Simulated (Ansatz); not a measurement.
# PbS (R3m) in Ansatz: notebook

One crystal, PbS, is run at these levels: r2SCAN; tasks: single point, equation of state.

All numbers are computed with Ansatz 0.2.0; they aren't measurements. Logs are shortened: lines on timing, memory, paths and dates and some standing lists are left out, and cuts for length are marked.

## (1) The crystal as given

Symmetry: R3m, No. 160, trigonal system. The conventional cell has a = 4.225 Å, b = 4.225 Å, c = 10.356 Å, α = 90.00°, β = 90.00°, γ = 120.00°. Pb (site symmetry 3m) has 6 S at 2.96 to 3.02 Å as nearest neighbours. Around S (site symmetry 3m) lie 6 Pb at 2.96 to 3.02 Å.

The cell is a database's computed one.

## (2) Single point, r2SCAN, 25.08 Å³/atom (volume scaled by 0.94)

Input file input.yaml:

```yaml
crystal:
  lattice:
    - [2.0695340594, 1.1948460463, 3.3814492087]
    - [-2.0695340594, 1.1948460463, 3.3814492087]
    - [0.0, -2.3896920926, 3.3814492087]
  atoms:
    - { symbol: Pb, position: [0.98056578, 0.98056578, 0.98056578] }
    - { symbol: S, position: [0.47503555, 0.47503555, 0.47503555] }
hamiltonian:
  xc: r2scan
  pseudopotentials: { kind: paw }
kpoints:
  mp_grid: { grid: [8, 8, 8] }
scf:
  occupations: { method: fermi_dirac, width: 0.05 }
output:
  forces: true
  stress: true
  eigenvalues: true
  write_density: true
  write_potential: true
  elf: true
  volumetric_format: npy
```

Potentials or basis: Ansatz PAW.

Command:

```console
> ansatz run input.yaml --threads 2 --pin off --max-ram 5632MiB --backend cpu --events-out ev --progress --plain --runs-dir out
```

The program printed:

```text
Warning: RAYON_NUM_THREADS=2 ignored (pool sized by the plan → 2); use --threads N
Engine: ansatz 0.2.0, aarch64-unknown-linux-gnu
Pseudopotentials: kind: paw
Pseudopotential: Pb, paw, valence charge 14, recommended cutoff 500 eV (meta_gga), Pb.paw.azcp
Pseudopotential: S, paw, valence charge 6, recommended cutoff 500 eV (meta_gga), S.paw.azcp
Functional definition: r2SCAN
  parameter k0 = 0.174
  parameter k1 = 0.065
  parameter a1 = 4.9479
  exchange = r2scan_x(k0 = k0, k1 = k1, a1 = a1)
  correlation = r2scan_c
Crystal: 2 atoms, lattice volume = 50.169 Å³
Basis set: ecut = 500 eV, 1243 PW (Γ), exchange–correlation on 128×128×128 points (64 copies of the dense FFT grid, shifted against one another)
Bands: 14, of which v1, the nominal top of the filled ones, is band 10 counted from 1 (9 counted from 0)
Symmetry: 6 space group operations
Space group: R3m (ITA 160), of the structure as read, at distance tolerance 3.7e-5 Å
k-points: 65 of 512 (time reversal used)
Non-local potential: Pb, projectors of the file, l = 0: 2, l = 1: 2, l = 2: 2, l = 3: 2
Non-local potential: S, projectors of the file, l = 0: 2, l = 1: 2, l = 2: 2
PAW form: soft (Blöchl's): semilocal exchange-correlation on the pseudo side does not see the compensation charge
PAW frozen core: Pb, regenerated for the run's functional (the file was generated under x = pbe(κ = 0.804, μ = 0.2195149727645171), c = pbe(β = 0.06672455060314922))
PAW frozen core: S, regenerated for the run's functional (the file was generated under x = pbe(κ = 0.804, μ = 0.2195149727645171), c = pbe(β = 0.06672455060314922))
PAW one-centre angular grid: Pb, 590 points (default); XC on 160 Gauss nodes
PAW one-centre angular grid: S, 302 points (default); XC on 160 Gauss nodes
Initial density: superposition of atomic densities (neutral atoms: chi_scale 0, normalization atom), corrected by the library's trained network
Initial wavefunctions: pseudopotential atomic-orbital guess
Functional: x = r2scan, c = r2scan; τ floored in thin density (d = 2e-4 eV/Å³)
SCF iter   1: F=—  HF=-12827.955036 eV  |F-HF|=—  |Δ(HF+E_count)|=         —  Δρ=6.29e-3  dr2=1.33e-2  dr2_τ=3.10e-3  ethr=1.77e-3  ⟨swp⟩=6.3  Hψ=5701  notcnv=0
preconditioner: auto → none  [insulator: Δε(μ)=0.443 eV  Ē_g=16.428 eV  σ=0.050 eV  W_gap=0.98  n_scr=14 (ndim 8)  ℏωp=23.4 eV  f_vac=0.000  D(μ)=0.01/eV (n_scr^D=0)  ε∞_Penn≈3.0]
SCF iter   2: F=—  HF=-12827.964046 eV  |F-HF|=—  |Δ(HF+E_count)|=   9.01e-3  Δρ=2.15e-3  dr2=2.10e-3  dr2_τ=1.09e-4  ethr=6.64e-5  ⟨swp⟩=2.0  Hψ=2341  notcnv=0
SCF iter   3: F=—  HF=-12827.964122 eV  |F-HF|=—  |Δ(HF+E_count)|=   7.58e-5  Δρ=9.07e-4  dr2=3.42e-4  dr2_τ=2.69e-5  ethr=1.05e-5  ⟨swp⟩=2.1  Hψ=1150  notcnv=0
SCF iter   4: F=—  HF=-12827.964072 eV  |F-HF|=—  |Δ(HF+E_count)|=   4.99e-5  Δρ=2.81e-4  dr2=3.70e-5  dr2_τ=3.69e-6  ethr=1.71e-6  ⟨swp⟩=2.3  Hψ=1329  notcnv=0
SCF iter   5: F=—  HF=-12827.964074 eV  |F-HF|=—  |Δ(HF+E_count)|=   2.22e-6  Δρ=6.21e-5  dr2=9.48e-7  dr2_τ=3.30e-8  ethr=1.85e-7  ⟨swp⟩=2.5  Hψ=1215  notcnv=0
SCF iter   6: F=—  HF=-12827.964074 eV  |F-HF|=—  |Δ(HF+E_count)|=   5.46e-7  Δρ=1.17e-5  dr2=1.09e-7  dr2_τ=4.51e-9  ethr=5.00e-10  ⟨swp⟩=11.1  Hψ=7716  notcnv=0
SCF iter   7: F=-12827.964074 eV  HF=-12827.964074 eV  |F-HF|=5.09e-9  |Δ(HF+E_count)|=   1.50e-8  Δρ=3.65e-6  dr2=1.07e-8  dr2_τ=4.27e-10  ethr=5.00e-10  ⟨swp⟩=8.6  Hψ=5142  notcnv=0
SCF 1 converged in 7 iterations: F = -12827.964074 eV  dr2 = 1.07e-8
SCF converged after 7 iterations
Free energy (F): -12827.964074 eV
Harris-Foulkes:  -12827.964074 eV  (|F-HF|=5.09e-9)
Internal energy: -12827.963999 eV  (E = F + TS)
E sigma→0 (E₀):  -12827.964037 eV
Entropy (-TS):   -0.000075 eV (-0.037 meV/atom)
Fermi energy:    9.268006 eV
--- Per-component energies (eV) ---
  E_band       = -56.712464
  E_kinetic    = 394.415489
  E_local      = -1194.588522  (includes V_loc(G=0)·N_el)
  E_nonlocal   = 379.241560
  E_hartree    = 467.009907
  E_xc         = -301.435328
  E_vxc        = -241.101800  (∫ρ·V_xc dr)
  E_paw        = -11040.395767  (= ΣΔE_a)
  E_vpaw       = -343.593646  (= ΣTr[D̂ρ^β])
  E_aug_tail   = 0.000020  (compensation charges beyond the density's cutoff)
  E_vtau       = 14.895171  (kinetic-family band-sum trace: ∫τ·v_τ [+ j·A + Jᵃ·Aᵃ] dr)
  E_ewald      = -1533.067094
  E_core_change = 0.855736  (= ΣΔE_core)
  E_smearing   = -0.000075  (= −TS)
  E_closure    = 0.000000  (closes the sum)
  Σ components = -12827.964074   (vs F -12827.964074, Δ=0.00e0)
--- Forces (eV/Å), atoms counted from 1 ---
  atom   1  Pb    -0.00000000    -0.00000000    -0.04519242
  atom   2  S      0.00000000     0.00000000     0.04519203
  max |Σ_I F_I| component: 3.82e-7 eV/Å
--- Stress (GPa, compression-positive) ---
        4.045871       0.000000       0.000000
        0.000000       4.045871       0.000000
        0.000000       0.000000       4.056127
  P = ⅓ Tr σ = 4.0493 GPa (40.493 kbar)
--- Band table (eV; the first three rows and the last of 65) ---
  k-point 0: bands = ["-8.6035", "-8.6032", "-8.6032", "-8.5843", "-8.5843", "-5.6312", "2.9648", "6.4162", "6.4162", "6.4207", "14.5998", "14.6351", "14.6351", "15.9738"]
  k-point 1: bands = ["-8.6027", "-8.6003", "-8.5999", "-8.5856", "-8.5856", "-5.4863", "2.3740", "6.4637", "6.4671", "6.8872", "13.2822", "13.7467", "13.7514", "15.9447"]
  k-point 2: bands = ["-8.6094", "-8.6086", "-8.6013", "-8.5724", "-8.5722", "-5.0837", "1.2013", "6.5965", "6.6001", "7.7261", "11.5674", "12.4180", "12.4192", "16.1655"]
  k-point 64: bands = ["-8.6275", "-8.6275", "-8.6013", "-8.5467", "-8.5467", "-4.2857", "-0.3801", "6.8552", "6.8552", "9.0018", "9.5350", "11.0543", "11.0543", "18.1786"]
```

Run time: 12 s. Hardware: 2 threads of Arm Neoverse V1, shared host; peak memory 0.52 GiB.

What came out:

```
Free energy            : -12827.9641 eV
Pressure               : 4.0 GPa
Largest force          : 0.045 eV/Å
Band gap on the k mesh : 0.46 eV, direct
```

Caveat: spin-orbit coupling is left out, which as a rule narrows the gap of such compounds by several tenths of an eV; the PAW data sets come from PBE, with cores solved anew for the run's functional, which leaves a small shift of forces and pressure.

## (3) Single point, r2SCAN, 25.62 Å³/atom (volume scaled by 0.96)

Input file input.yaml:

```yaml
crystal:
  lattice:
    - [2.0841087231, 1.2032607323, 3.4052630159]
    - [-2.0841087231, 1.2032607323, 3.4052630159]
    - [0.0, -2.4065214646, 3.4052630159]
  atoms:
    - { symbol: Pb, position: [0.98056578, 0.98056578, 0.98056578] }
    - { symbol: S, position: [0.47503555, 0.47503555, 0.47503555] }
hamiltonian:
  xc: r2scan
  pseudopotentials: { kind: paw }
kpoints:
  mp_grid: { grid: [8, 8, 8] }
scf:
  occupations: { method: fermi_dirac, width: 0.05 }
output:
  forces: true
  stress: true
  eigenvalues: true
```

Potentials or basis: Ansatz PAW.

Command:

```console
> ansatz run input.yaml --threads 2 --pin off --max-ram 5632MiB --backend cpu --events-out ev --progress --plain --runs-dir out
```

Wall time 8.3 s (2 threads of Arm Neoverse V1, shared host); peak memory 0.51 GiB.

It converged, with:

```yaml
Free_energy: -12827.9860 eV
Pressure: 2.5 GPa
Largest_force: 0.033 eV/Å
Band_gap_on_the_k_mesh: 0.55 eV, direct
```

Caveat: spin-orbit coupling is left out, which as a rule narrows the gap of such compounds by several tenths of an eV; the PAW data sets come from PBE, with cores solved anew for the run's functional, which leaves a small shift of forces and pressure.

## (4) Single point, r2SCAN, 26.15 Å³/atom (volume scaled by 0.98)

input.yaml: that of step 3 with these lines changed.

```diff
@@ -2,5 +2,5 @@
   lattice:
-    - [2.0841087231, 1.2032607323, 3.4052630159]
-    - [-2.0841087231, 1.2032607323, 3.4052630159]
-    - [0.0, -2.4065214646, 3.4052630159]
+    - [2.0984823409, 1.2115593444, 3.4287483306]
+    - [-2.0984823409, 1.2115593444, 3.4287483306]
+    - [0.0, -2.4231186889, 3.4287483306]
   atoms:
```

Command:

```console
> ansatz run input.yaml --threads 2 --pin off --max-ram 5632MiB --backend cpu --events-out ev --progress --plain --runs-dir out
```

Run time: 8.8 s. Hardware: 2 threads of Arm Neoverse V1, shared host; peak memory 0.51 GiB.

It converged, with:

* Free energy: -12827.9984 eV
* Pressure: 1.2 GPa
* Largest force: 0.021 eV/Å
* Band gap on the k mesh: 0.63 eV, direct

Caveat: spin-orbit coupling is left out, which as a rule narrows the gap of such compounds by several tenths of an eV; the PAW data sets come from PBE, with cores solved anew for the run's functional, which leaves a small shift of forces and pressure.

## (5) Single point, r2SCAN, 26.69 Å³/atom

input.yaml: that of step 4 with these lines changed.

```diff
@@ -2,5 +2,5 @@
   lattice:
-    - [2.0984823409, 1.2115593444, 3.4287483306]
-    - [-2.0984823409, 1.2115593444, 3.4287483306]
-    - [0.0, -2.4231186889, 3.4287483306]
+    - [2.1126617058, 1.2197458045, 3.4519162518]
+    - [-2.1126617058, 1.2197458045, 3.4519162518]
+    - [0.0, -2.4394916091, 3.4519162518]
   atoms:
@@ -19 +19,5 @@
   eigenvalues: true
+  write_density: true
+  write_potential: true
+  elf: true
+  volumetric_format: npy
```

Command:

```console
> ansatz run input.yaml --threads 2 --pin off --max-ram 5632MiB --backend cpu --events-out ev --progress --plain --runs-dir out
```

Wall time 13 s (2 threads of Arm Neoverse V1, shared host); peak memory 0.52 GiB.

It converged, with:

```
Free energy            : -12828.0022 eV
Pressure               : 0.0 GPa
Largest force          : 0.010 eV/Å
Band gap on the k mesh : 0.71 eV, direct
```

Caveat: spin-orbit coupling is left out, which as a rule narrows the gap of such compounds by several tenths of an eV; the PAW data sets come from PBE, with cores solved anew for the run's functional, which leaves a small shift of forces and pressure.

## (6) Single point, r2SCAN, 27.22 Å³/atom (volume scaled by 1.02)

Input file input.yaml:

```yaml
crystal:
  lattice:
    - [2.1266532507, 1.2278238267, 3.4747772906]
    - [-2.1266532507, 1.2278238267, 3.4747772906]
    - [0.0, -2.4556476535, 3.4747772906]
  atoms:
    - { symbol: Pb, position: [0.98056578, 0.98056578, 0.98056578] }
    - { symbol: S, position: [0.47503555, 0.47503555, 0.47503555] }
hamiltonian:
  xc: r2scan
  pseudopotentials: { kind: paw }
kpoints:
  mp_grid: { grid: [8, 8, 8] }
scf:
  occupations: { method: fermi_dirac, width: 0.05 }
output:
  forces: true
  stress: true
  eigenvalues: true
```

Potentials or basis: Ansatz PAW.

Command:

```console
> ansatz run input.yaml --threads 2 --pin off --max-ram 5632MiB --backend cpu --events-out ev --progress --plain --runs-dir out
```

Run time: 9.4 s. Hardware: 2 threads of Arm Neoverse V1, shared host; peak memory 0.5 GiB.

It converged, with:

```yaml
Free_energy: -12827.9984 eV
Pressure: -1.1 GPa
Band_gap_on_the_k_mesh: 0.78 eV, direct
```

Caveat: spin-orbit coupling is left out, which as a rule narrows the gap of such compounds by several tenths of an eV; the PAW data sets come from PBE, with cores solved anew for the run's functional, which leaves a small shift of forces and pressure.

## (7) Single point, r2SCAN, 27.75 Å³/atom (volume scaled by 1.04)

input.yaml: that of step 6 with these lines changed.

```diff
@@ -2,5 +2,5 @@
   lattice:
-    - [2.1266532507, 1.2278238267, 3.4747772906]
-    - [-2.1266532507, 1.2278238267, 3.4747772906]
-    - [0.0, -2.4556476535, 3.4747772906]
+    - [2.1404630743, 1.2357969321, 3.4973414117]
+    - [-2.1404630743, 1.2357969321, 3.4973414117]
+    - [0.0, -2.4715938643, 3.4973414117]
   atoms:
@@ -19 +19,5 @@
   eigenvalues: true
+  write_density: true
+  write_potential: true
+  elf: true
+  volumetric_format: npy
```

Command:

```console
> ansatz run input.yaml --threads 2 --pin off --max-ram 5632MiB --backend cpu --events-out ev --progress --plain --runs-dir out
```

Wall time 13 s (2 threads of Arm Neoverse V1, shared host); peak memory 0.51 GiB.

It converged, with:

* Free energy: -12827.9876 eV
* Pressure: -2.1 GPa
* Largest force: 0.012 eV/Å
* Band gap on the k mesh: 0.84 eV, direct

Caveat: spin-orbit coupling is left out, which as a rule narrows the gap of such compounds by several tenths of an eV; the PAW data sets come from PBE, with cores solved anew for the run's functional, which leaves a small shift of forces and pressure.

## (8) Single point, r2SCAN, 28.29 Å³/atom (volume scaled by 1.06)

Input file input.yaml:

```yaml
crystal:
  lattice:
    - [2.1540969647, 1.2436684624, 3.5196180723]
    - [-2.1540969647, 1.2436684624, 3.5196180723]
    - [0.0, -2.4873369248, 3.5196180723]
  atoms:
    - { symbol: Pb, position: [0.98056578, 0.98056578, 0.98056578] }
    - { symbol: S, position: [0.47503555, 0.47503555, 0.47503555] }
hamiltonian:
  xc: r2scan
  pseudopotentials: { kind: paw }
kpoints:
  mp_grid: { grid: [8, 8, 8] }
scf:
  occupations: { method: fermi_dirac, width: 0.05 }
output:
  forces: true
  stress: true
  eigenvalues: true
```

Command:

```console
> ansatz run input.yaml --threads 2 --pin off --max-ram 5632MiB --backend cpu --events-out ev --progress --plain --runs-dir out
```

Wall time 9.8 s (2 threads of Arm Neoverse V1, shared host); peak memory 0.51 GiB.

Results (log left out):

| Item | Value |
| --- | --- |
| Free energy | -12827.9706 eV |
| Pressure | -3.0 GPa |
| Largest force | 0.021 eV/Å |
| Band gap on the k mesh | 0.90 eV, direct |

Caveat: spin-orbit coupling is left out, which as a rule narrows the gap of such compounds by several tenths of an eV; the PAW data sets come from PBE, with cores solved anew for the run's functional, which leaves a small shift of forces and pressure.

## (9) Equation of state, r2SCAN

Potentials or basis: Ansatz PAW.

This step only gathers the single runs of the series.

Results:

* Equilibrium volume: 26.68 Å³/atom
* Bulk modulus at fixed shape and positions: 58 GPa
* Pressure derivative of the bulk modulus: 4.3

Energy against volume, from the lowest point:
| volume (Å³/atom) | energy (meV/atom) |
| --- | --- |
| 25.085 | 19.07 |
| 25.618 | 8.12 |
| 26.152 | 1.93 |
| 26.686 | 0.00 |
| 27.220 | 1.92 |
| 27.753 | 7.30 |
| 28.287 | 15.79 |

Caveat: the cell was scaled at fixed shape and fractional positions, which overstates the stiffness of a crystal with free parameters, most of all of layers and chains; the PAW data sets were made with another functional, which shifts forces and pressure a little. The run has no spin-orbit coupling, so splittings on Pb are missing.
